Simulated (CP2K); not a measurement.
HgTe (Coloradoite):

```xyz
2
Lattice="4.5460 0.0000 0.0000 2.2730 3.9369 0.0000 2.2730 1.3123 3.7118" Properties=species:S:1:pos:R:3 pbc="T T T"
Hg    0.0000    0.0000    0.0000
Te    6.8190    3.9369    2.7838
```

Program: CP2K 2026.2. Alike in all runs: task band structure; no spin polarisation; cell as given; k mesh 7 × 7 × 7.

Question: Order these runs on this cell by their pressure, lowest first.
A. level PBEsol; potentials or basis POTENTIAL_UZH Hg GTH-PBE-q12, Te GTH-PBE-q6; TZVP-MOLOPT-PBE-GTH basis; smearing fermi-dirac 0.05 eV; NGRIDS 4; bands added on the path 2
B. level LDA; potentials or basis GTH_POTENTIALS Hg GTH-PADE-q12, Te GTH-PADE-q6; TZVP-MOLOPT-PBE-GTH basis; smearing fermi-dirac 0.0259 eV; NGRIDS 5; bands added on the path 2
C. level PBE; potentials or basis POTENTIAL_UZH Hg GTH-PBE-q12, Te GTH-PBE-q6; TZVP-MOLOPT-PBE-GTH basis; smearing fermi-dirac 0.01 eV; NGRIDS 5; bands added on the path 6

Answer: B (0.9 GPa), A (3.4 GPa), C (5.5 GPa).

Caveats: the basis of atomic orbitals isn't converged, which shifts pressures, moduli and gaps; the potentials were made for another functional, which shifts forces and pressure (some runs).

Not every run made on this cell is shown here.
